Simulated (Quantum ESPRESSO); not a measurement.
# PbS (Pm-3m) in Quantum ESPRESSO: further runs

The runs below take PbS through phonons, with PBE.

All numbers are computed with Quantum ESPRESSO 7.5; they aren't measurements. Logs are shortened: lines on timing, memory, paths and dates and some standing lists are left out, and cuts for length are marked.

## Step 1: The crystal as given

The structure is cubic, space group Pm-3m (No. 221). Conventional cell: a = 3.654 Å, b = 3.654 Å, c = 3.654 Å, α = 90.00°, β = 90.00°, γ = 90.00°. Around Pb (site symmetry m-3m) lie 8 S at 3.16 Å. S (site symmetry m-3m) is surrounded by 8 Pb at 3.16 Å.

Measurements of this composition are mostly on another form, of space group No. 225.

## Step 2: Phonons, PBE

Contents of pw.in:

```
&CONTROL
  calculation = 'scf'
  prefix = 'pwscf'
  outdir = './tmp'
  pseudo_dir = './pseudo'
  tprnfor = .true.
  tstress = .true.
  disk_io = 'low'
/
&SYSTEM
  ibrav = 0
  A = 3.653659
  nat = 2
  ntyp = 2
  ecutwfc = 55
  ecutrho = 440
  nbnd = 16
  occupations = 'smearing'
  smearing = 'mv'
  degauss = 0.01469973
/
&ELECTRONS
  conv_thr = 4d-10
  electron_maxstep = 120
  mixing_beta = 0.5
/
ATOMIC_SPECIES
Pb   207.2000 Pb.pbe-dn-kjpaw_psl.0.2.2.UPF
S     32.0600 s_pbe_v1.4.uspp.F.UPF
CELL_PARAMETERS alat
   1.0000000000    0.0000000000    0.0000000000
   0.0000000000    1.0000000000    0.0000000000
   0.0000000000    0.0000000000    1.0000000000
ATOMIC_POSITIONS alat
Pb     0.0000000000    0.0000000000    0.0000000000
S      0.5000000000    0.5000000000    0.5000000000
K_POINTS automatic
7 7 7 0 0 0
```

Contents of scf2.in:

```
&CONTROL
  calculation = 'scf'
  prefix = 'pwscf'
  outdir = './tmp'
  pseudo_dir = './pseudo'
  tprnfor = .true.
  tstress = .true.
  disk_io = 'low'
/
&SYSTEM
  ibrav = 0
  A = 3.653659
  nat = 2
  ntyp = 2
  ecutwfc = 55
  ecutrho = 440
  nbnd = 16
  occupations = 'fixed'
/
&ELECTRONS
  conv_thr = 1d-13
  electron_maxstep = 120
  mixing_beta = 0.5
  startingpot = 'file'
  startingwfc = 'file'
/
ATOMIC_SPECIES
Pb   207.2000 Pb.pbe-dn-kjpaw_psl.0.2.2.UPF
S     32.0600 s_pbe_v1.4.uspp.F.UPF
CELL_PARAMETERS alat
   1.0000000000    0.0000000000    0.0000000000
   0.0000000000    1.0000000000    0.0000000000
   0.0000000000    0.0000000000    1.0000000000
ATOMIC_POSITIONS alat
Pb     0.0000000000    0.0000000000    0.0000000000
S      0.5000000000    0.5000000000    0.5000000000
K_POINTS automatic
7 7 7 0 0 0
```

Contents of ph.in:

```
phonons of PbS
&INPUTPH
  prefix = 'pwscf'
  outdir = './tmp'
  tr2_ph = 1d-16
  fildyn = 'dyn'
  niter_ph = 60
  alpha_mix(1) = 0.7
  epsil = .true.
/
0.0000000000 0.0000000000 0.0000000000
```

Contents of dynmat.in:

```
&INPUT
  fildyn = 'dyn'
  asr = 'crystal'
  lperm = .true.
  filout = 'dynmat.disp'
  fileig = 'dynmat.eig'
/
```

Contents of dynmat_lo.in:

```
&INPUT
  fildyn = 'dyn'
  asr = 'crystal'
  filout = 'dynmat_lo.disp'
  fileig = 'dynmat_lo.eig'
  q(1) = 0
  q(2) = 0
  q(3) = 1
/
```

Potentials or basis: SSSP 1.3 efficiency PBE.

Run with:

```bash
> OMP_NUM_THREADS=1 pw.x -in pw.in > pw.out
> OMP_NUM_THREADS=1 pw.x -in scf2.in > scf2.out
> OMP_NUM_THREADS=1 ph.x -in ph.in > ph.out
> OMP_NUM_THREADS=1 dynmat.x -in dynmat.in > dynmat.out
> OMP_NUM_THREADS=1 dynmat.x -in dynmat_lo.in > dynmat_lo.out
```

pw.out:

```text
This program is part of the open-source Quantum ESPRESSO suite
     for quantum simulation of materials; please cite
         "P. Giannozzi et al., J. Phys.:Condens. Matter 21 395502 (2009);
         "P. Giannozzi et al., J. Phys.:Condens. Matter 29 465901 (2017);
         "P. Giannozzi et al., J. Chem. Phys. 152 154105 (2020);
     in publications or presentations arising from this work. More details at

     file Pb.pbe-dn-kjpaw_psl.0.2.2.UPF: wavefunction(s)  6S renormalized
     Message from routine setup:
     using ibrav=0 with symmetry is DISCOURAGED, use correct ibrav instead

     G-vector sticks info
     --------------------
     sticks:   dense  smooth     PW     G-vecs:    dense   smooth      PW
     Sum        1669     845    241                51435    18037    2945

     Using Slab Decomposition

     bravais-lattice index     =            0
     lattice parameter (alat)  =       6.9044  a.u.
     unit-cell volume          =     329.1400 (a.u.)^3
     number of atoms/cell      =            2
     number of atomic types    =            2
     number of electrons       =        20.00
     number of Kohn-Sham states=           16
     kinetic-energy cutoff     =      55.0000  Ry
     charge density cutoff     =     440.0000  Ry
     scf convergence threshold =      4.0E-10
     mixing beta               =       0.5000
     number of iterations used =            8  plain     mixing
     Exchange-correlation=  SLA  PW   PBX  PBC
                           (   1   4   3   4   0   0   0)

     celldm(1)=   6.904415  celldm(2)=   0.000000  celldm(3)=   0.000000
     celldm(4)=   0.000000  celldm(5)=   0.000000  celldm(6)=   0.000000

     crystal axes: (cart. coord. in units of alat)
               a(1) = (   1.000000   0.000000   0.000000 )
               a(2) = (   0.000000   1.000000   0.000000 )
               a(3) = (   0.000000   0.000000   1.000000 )

     reciprocal axes: (cart. coord. in units 2 pi/alat)
               b(1) = (  1.000000  0.000000  0.000000 )
               b(2) = (  0.000000  1.000000  0.000000 )
               b(3) = (  0.000000  0.000000  1.000000 )

     PseudoPot. # 1 for Pb read from file:
     Pb.pbe-dn-kjpaw_psl.0.2.2.UPF
     Pseudo is Projector augmented-wave + core cor, Zval = 14.0
     Generated using "atomic" code by A. Dal Corso  v.5.0.99 svn rev. 10869
     Shape of augmentation charge: PSQ
     Using radial grid of 1281 points,  6 beta functions with:
                l(1) =   0
                l(2) =   0
                l(3) =   1
                l(4) =   1
                l(5) =   2
                l(6) =   2
     Q(r) pseudized with 0 coefficients

     PseudoPot. # 2 for S  read from file:
     s_pbe_v1.4.uspp.F.UPF
     Pseudo is Ultrasoft + core correction, Zval =  6.0
     Generated by new atomic code, or converted to UPF format
     Using radial grid of  907 points,  6 beta functions with:
                l(1) =   0
                l(2) =   0
                l(3) =   1
                l(4) =   1
                l(5) =   2
                l(6) =   2
     Q(r) pseudized with  8 coefficients,  rinner =    1.300   1.300   1.300
                                                       1.300   1.300

     atomic species   valence    mass     pseudopotential
     Pb               14.00   207.20000     Pb( 1.00)
     S                 6.00    32.06000     S ( 1.00)

     48 Sym. Ops., with inversion, found

   Cartesian axes

     site n.     atom                  positions (alat units)
         1        Pb     tau(   1) = (   0.0000000   0.0000000   0.0000000  )
         2        S      tau(   2) = (   0.5000000   0.5000000   0.5000000  )

     number of k points=    20  Marzari-Vanderbilt smearing, width (Ry)=  0.0147
                       cart. coord. in units 2pi/alat
        k(    1) = (   0.0000000   0.0000000   0.0000000), wk =   0.0058309
        k(    2) = (   0.0000000   0.0000000   0.1428571), wk =   0.0349854
        k(    3) = (   0.0000000   0.0000000   0.2857143), wk =   0.0349854
        k(    4) = (   0.0000000   0.0000000   0.4285714), wk =   0.0349854
        k(    5) = (   0.0000000   0.1428571   0.1428571), wk =   0.0699708
        k(    6) = (   0.0000000   0.1428571   0.2857143), wk =   0.1399417
[... 12 lines left out ...]
        k(   19) = (   0.2857143   0.4285714   0.4285714), wk =   0.1399417
        k(   20) = (   0.4285714   0.4285714   0.4285714), wk =   0.0466472

     Dense  grid:    51435 G-vectors     FFT dimensions: (  48,  48,  48)

     Smooth grid:    18037 G-vectors     FFT dimensions: (  36,  36,  36)

     Initial potential from superposition of free atoms

     starting charge      19.9976, renormalised to      20.0000
     Starting wfcs are   13 randomized atomic wfcs +    3 random wfcs

     Self-consistent Calculation

     iteration #  1     ecut=    55.00 Ry     beta= 0.50
     Davidson diagonalization with overlap
     ethr =  1.00E-02,  avg # of iterations =  5.4

     Threshold (ethr) on eigenvalues was too large:
     Diagonalizing with lowered threshold

     Davidson diagonalization with overlap
     ethr =  9.05E-04,  avg # of iterations =  1.4

     WARNING: integrated charge=    20.00001083, expected=    20.00000000

     total energy              =    -894.63343479 Ry
     estimated scf accuracy    <       0.17747778 Ry

     iteration #  2     ecut=    55.00 Ry     beta= 0.50
     Davidson diagonalization with overlap
     ethr =  8.87E-04,  avg # of iterations =  2.2

     WARNING: integrated charge=    20.00000720, expected=    20.00000000

     total energy              =    -894.68241728 Ry
     estimated scf accuracy    <       0.04574580 Ry

     iteration #  3     ecut=    55.00 Ry     beta= 0.50
     Davidson diagonalization with overlap
     ethr =  2.29E-04,  avg # of iterations =  2.5

     total energy              =    -894.69265439 Ry
     estimated scf accuracy    <       0.00172440 Ry
[... 68 lines left out ...]
     total energy              =    -894.69573619 Ry
     estimated scf accuracy    <          1.1E-09 Ry

     iteration # 14     ecut=    55.00 Ry     beta= 0.50
     Davidson diagonalization with overlap
     ethr =  5.66E-12,  avg # of iterations =  1.6

     End of self-consistent calculation

          k = 0.0000 0.0000 0.0000 (  2301 PWs)   bands (ev):

    -7.8213  -7.8213  -7.6108  -7.6108  -7.6108  -4.0213   2.3652   7.5287
     7.5287   7.5287  14.5848  14.5848  15.6104  15.6104  15.6104  21.7338

          k = 0.0000 0.0000 0.1429 (  2265 PWs)   bands (ev):

    -7.8195  -7.7919  -7.6217  -7.6217  -7.6098  -3.8496   2.0126   7.4995
     7.6941   7.6941  13.7701  14.7425  15.1254  15.1254  16.2607  21.6240
[... 83 lines left out ...]
    -7.7467  -7.7043  -7.7026  -7.6330  -7.5744  -1.8866   2.2367   5.6835
     5.9635   7.2778   9.9686  10.6240  11.6076  19.3796  20.8118  21.0296

          k = 0.4286 0.4286 0.4286 (  2287 PWs)   bands (ev):

    -7.7339  -7.7283  -7.7283  -7.5732  -7.5732  -1.7791   2.8104   6.3235
     6.5784   6.5784   9.0866   9.0866   9.9483  21.6062  21.9819  21.9819

     the Fermi energy is     9.0502 ev

!    total energy              =    -894.69573619 Ry
     estimated scf accuracy    <          4.8E-11 Ry
     smearing contrib. (-TS)   =       0.00043705 Ry
     internal energy E=F+TS    =    -894.69617324 Ry

     The total energy is F=E-TS. E is the sum of the following terms:
     one-electron contribution =     -27.79949761 Ry
     hartree contribution      =      29.14786276 Ry
     xc contribution           =     -52.75602692 Ry
     ewald contribution        =    -114.85089960 Ry
     one-center paw contrib.   =    -728.43761186 Ry

     convergence has been achieved in  14 iterations

     Forces acting on atoms (cartesian axes, Ry/au):

     atom    1 type  1   force =     0.00000000    0.00000000    0.00000000
     atom    2 type  2   force =     0.00000000    0.00000000    0.00000000

     Total force =     0.000000     Total SCF correction =     0.000000

     Computing stress (Cartesian axis) and pressure

          total   stress  (Ry/bohr**3)                   (kbar)     P=       -1.42
  -0.00000969   0.00000000   0.00000000           -1.42        0.00        0.00
   0.00000000  -0.00000969   0.00000000            0.00       -1.42        0.00
   0.00000000   0.00000000  -0.00000969            0.00        0.00       -1.42

=------------------------------------------------------------------------------=
   JOB DONE.
=------------------------------------------------------------------------------=
```

scf2.out:

```text
This program is part of the open-source Quantum ESPRESSO suite
     for quantum simulation of materials; please cite
         "P. Giannozzi et al., J. Phys.:Condens. Matter 21 395502 (2009);
         "P. Giannozzi et al., J. Phys.:Condens. Matter 29 465901 (2017);
         "P. Giannozzi et al., J. Chem. Phys. 152 154105 (2020);
[... 321 lines left out ...]
   0.00000000   0.00001677   0.00000000            0.00        2.47        0.00
   0.00000000   0.00000000   0.00001677            0.00        0.00        2.47

=------------------------------------------------------------------------------=
   JOB DONE.
=------------------------------------------------------------------------------=
```

ph.out:

```text
This program is part of the open-source Quantum ESPRESSO suite
     for quantum simulation of materials; please cite
         "P. Giannozzi et al., J. Phys.:Condens. Matter 21 395502 (2009);
         "P. Giannozzi et al., J. Phys.:Condens. Matter 29 465901 (2017);
         "P. Giannozzi et al., J. Chem. Phys. 152 154105 (2020);
     in publications or presentations arising from this work. More details at

[... 302 lines left out ...]

     INITIALIZATION:

     DIELECTRIC CONSTANT AND EFFECTIVE CHARGES:

     DYNAMICAL MATRIX:

      Additional routines

=------------------------------------------------------------------------------=
   JOB DONE.
=------------------------------------------------------------------------------=
```

Wall time 5.4 min (1 thread of Arm Neoverse V2, shared host); peak memory 0.23 GiB.

Results:

| Item | Value |
| --- | --- |
| Free energy | -12172.9585 eV |
| Pressure after relaxing | 0.2 GPa |
| Electronic dielectric tensor (diagonal) | 16.82 |
| Born charges (mean of the diagonal) | Pb +4.93; S -4.88 e |
| Highest phonon frequency at Γ, LO-TO splitting left out | -1 cm⁻¹ |
| Most unstable mode | 110i cm⁻¹ |

Phonon frequencies in cm⁻¹ (negative: imaginary):
```tsv
q point	frequencies
(0.000, 0.000, 0.000)	-110 -110 -110 -1 -1 -1
```

Electronic dielectric tensor:
```
16.82  0.00  0.00
 0.00 16.82  0.00
 0.00  0.00 16.82
```

Born effective charge tensors (e):
atom 1, Pb
```
4.93 0.00 0.00
0.00 4.93 0.00
0.00 0.00 4.93
```
atom 2, S
```
-4.88  0.00  0.00
 0.00 -4.88  0.00
 0.00  0.00 -4.88
```

Optical modes at Γ, degenerate ones joined:
```tsv
cm⁻¹	components	symmetry	active in	IR intensity, summed ((D/Å)²/amu)
110i	3	T1u	IR	60.03
```

Zone-centre frequencies without and with the macroscopic field along z (cm⁻¹):
```tsv
	optical modes in rising order
without	110i 110i 110i
with the field	110i 110i 200
```

Caveat: the mesh is thin for the dielectric tensor, Born charges and intensities, which usually come out too large; some modes are imaginary; the gap is small at this level, which inflates the dielectric constant; on a mesh that holds Γ this program's dielectric tensor can be off by some percent beyond the error of the mesh. The run has no spin-orbit coupling, so splittings on Pb are missing.

## Step 3: Phonons, PBE

Changes to pw.in since step 2:

```diff
@@ -14,4 +14,3 @@
   ntyp = 2
-  ecutwfc = 55
-  ecutrho = 440
+  ecutwfc = 56
   nbnd = 16
@@ -27,4 +26,4 @@
 ATOMIC_SPECIES
-Pb   207.2000 Pb.pbe-dn-kjpaw_psl.0.2.2.UPF
-S     32.0600 s_pbe_v1.4.uspp.F.UPF
+Pb   207.2000 Pb.upf
+S     32.0600 S.upf
 CELL_PARAMETERS alat
```

Changes to scf2.in since step 2:

```diff
@@ -14,4 +14,3 @@
   ntyp = 2
-  ecutwfc = 55
-  ecutrho = 440
+  ecutwfc = 56
   nbnd = 16
@@ -27,4 +26,4 @@
 ATOMIC_SPECIES
-Pb   207.2000 Pb.pbe-dn-kjpaw_psl.0.2.2.UPF
-S     32.0600 s_pbe_v1.4.uspp.F.UPF
+Pb   207.2000 Pb.upf
+S     32.0600 S.upf
 CELL_PARAMETERS alat
```

ph.in is that of step 2.

dynmat.in is that of step 2.

dynmat_lo.in is that of step 2.

Potentials or basis: PseudoDojo 0.4.1 SR PBE standard.

Run with:

```bash
> OMP_NUM_THREADS=1 pw.x -in pw.in > pw.out
> OMP_NUM_THREADS=1 pw.x -in scf2.in > scf2.out
> OMP_NUM_THREADS=1 ph.x -in ph.in > ph.out
> OMP_NUM_THREADS=1 dynmat.x -in dynmat.in > dynmat.out
> OMP_NUM_THREADS=1 dynmat.x -in dynmat_lo.in > dynmat_lo.out
```

pw.out:

```text
This program is part of the open-source Quantum ESPRESSO suite
     for quantum simulation of materials; please cite
         "P. Giannozzi et al., J. Phys.:Condens. Matter 21 395502 (2009);
         "P. Giannozzi et al., J. Phys.:Condens. Matter 29 465901 (2017);
         "P. Giannozzi et al., J. Chem. Phys. 152 154105 (2020);
     in publications or presentations arising from this work. More details at

     Message from routine setup:
     using ibrav=0 with symmetry is DISCOURAGED, use correct ibrav instead

     G-vector sticks info
     --------------------
     sticks:   dense  smooth     PW     G-vecs:    dense   smooth      PW
     Sum         853     853    249                18805    18805    2969

     Using Slab Decomposition

     bravais-lattice index     =            0
     lattice parameter (alat)  =       6.9044  a.u.
     unit-cell volume          =     329.1400 (a.u.)^3
     number of atoms/cell      =            2
     number of atomic types    =            2
[... 168 lines left out ...]
     End of self-consistent calculation

          k = 0.0000 0.0000 0.0000 (  2325 PWs)   bands (ev):

    -7.6963  -7.6963  -7.4842  -7.4842  -7.4842  -3.9241   2.4640   7.6243
     7.6243   7.6243  14.6845  14.6845  15.7075  15.7075  15.7075  21.8320
[... 93 lines left out ...]
    -7.6079  -7.6023  -7.6023  -7.4472  -7.4472  -1.6837   2.9117   6.4211
     6.6761   6.6761   9.1824   9.1824  10.0439  21.7037  22.0786  22.0786

     the Fermi energy is     9.1465 ev

!    total energy              =    -162.88058448 Ry
     estimated scf accuracy    <          1.2E-10 Ry
     smearing contrib. (-TS)   =       0.00043531 Ry
     internal energy E=F+TS    =    -162.88101979 Ry

     The total energy is F=E-TS. E is the sum of the following terms:
     one-electron contribution =     -29.68639671 Ry
     hartree contribution      =      27.96036059 Ry
     xc contribution           =     -46.30408402 Ry
     ewald contribution        =    -114.85089965 Ry

     convergence has been achieved in  10 iterations

     Forces acting on atoms (cartesian axes, Ry/au):

     atom    1 type  1   force =     0.00000000    0.00000000    0.00000000
     atom    2 type  2   force =     0.00000000    0.00000000    0.00000000

     Total force =     0.000000     Total SCF correction =     0.000000

     Computing stress (Cartesian axis) and pressure

          total   stress  (Ry/bohr**3)                   (kbar)     P=       -0.72
  -0.00000492   0.00000000   0.00000000           -0.72        0.00        0.00
   0.00000000  -0.00000492   0.00000000            0.00       -0.72        0.00
   0.00000000   0.00000000  -0.00000492            0.00        0.00       -0.72

=------------------------------------------------------------------------------=
   JOB DONE.
=------------------------------------------------------------------------------=
```

scf2.out:

```text
This program is part of the open-source Quantum ESPRESSO suite
     for quantum simulation of materials; please cite
         "P. Giannozzi et al., J. Phys.:Condens. Matter 21 395502 (2009);
         "P. Giannozzi et al., J. Phys.:Condens. Matter 29 465901 (2017);
         "P. Giannozzi et al., J. Chem. Phys. 152 154105 (2020);
[... 299 lines left out ...]
   0.00000000   0.00002152   0.00000000            0.00        3.17        0.00
   0.00000000   0.00000000   0.00002152            0.00        0.00        3.17

=------------------------------------------------------------------------------=
   JOB DONE.
=------------------------------------------------------------------------------=
```

It took 3 min on 1 thread of Arm Neoverse V2, shared host; peak memory 0.06 GiB.

What came out:

```
Free energy                                             : -2216.1061 eV
Pressure after relaxing                                 : 0.3 GPa
Electronic dielectric tensor (diagonal)                 : 16.79
Born charges (mean of the diagonal)                     : Pb +4.91; S -4.87 e
Highest phonon frequency at Γ, LO-TO splitting left out : -2 cm⁻¹
Most unstable mode                                      : 109i cm⁻¹
```

Phonon frequencies in cm⁻¹ (negative: imaginary):
```csv
q point,frequencies
"(0.000, 0.000, 0.000)",-109 -109 -109 -2 -2 -2
```

Electronic dielectric tensor:
```
16.79  0.00  0.00
 0.00 16.79  0.00
 0.00  0.00 16.79
```

Born effective charge tensors (e):
atom 1, Pb
```
4.91 0.00 0.00
0.00 4.91 0.00
0.00 0.00 4.91
```
atom 2, S
```
-4.87  0.00  0.00
 0.00 -4.87  0.00
 0.00  0.00 -4.87
```

Optical modes at Γ, degenerate ones joined:
```csv
cm⁻¹,components,symmetry,active in,"IR intensity, summed ((D/Å)²/amu)"
109i,3,T1u,IR,59.58
```

Zone-centre frequencies without and with the macroscopic field along z (cm⁻¹):
|  | optical modes in rising order |
| --- | --- |
| without | 109i 109i 109i |
| with the field | 109i 109i 199 |

Caveat: the mesh is thin for the dielectric tensor, Born charges and intensities, which usually come out too large; some modes are imaginary; the gap is small at this level, which inflates the dielectric constant; on a mesh that holds Γ this program's dielectric tensor can be off by some percent beyond the error of the mesh.

(Part 1 of 2 ends here.)
